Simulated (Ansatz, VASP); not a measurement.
## C in VASP and in Ansatz

```xyz
4
Lattice="2.4449 0.0000 0.0000 -1.2225 2.1174 0.0000 0.0000 0.0000 6.6497" Properties=species:S:1:pos:R:3 pbc="T T T"
C     0.0000    0.0000    1.6624
C     0.0000    0.0000    4.9873
C     0.0000    1.4116    1.6624
C     1.2225    0.7058    4.9873
```

Alike in both runs: task relaxation of cell and atoms; functional LDA; k mesh 21 × 21 × 6; occupations gaussian, width 0.1 eV; no spin polarisation.

|  | VASP | Ansatz |
| --- | --- | --- |
| version | VASP 6.6.1 | Ansatz 0.2.0 |
| potentials or method | VASP PAW LDA potentials, release 64 (C) | scalar-relativistic, plane waves, PAW |
| plane-wave cutoff (eV) | 600 | 420 |
| valence electrons in the cell | 16 | 16 |

|  | VASP | Ansatz | Ansatz less VASP |
| --- | --- | --- | --- |
| gap on the k mesh at the Fermi level, each at its own relaxed structure (eV) | none | none | - |
| relaxed volume (Å³/atom) | 8.50 | 8.61 | +0.107 |
| relaxed cell length with the largest relative difference (Å) | 6.561 | 6.650 | +0.0888 |

A gap of «none» marks a metal or a gap that the smearing closes.
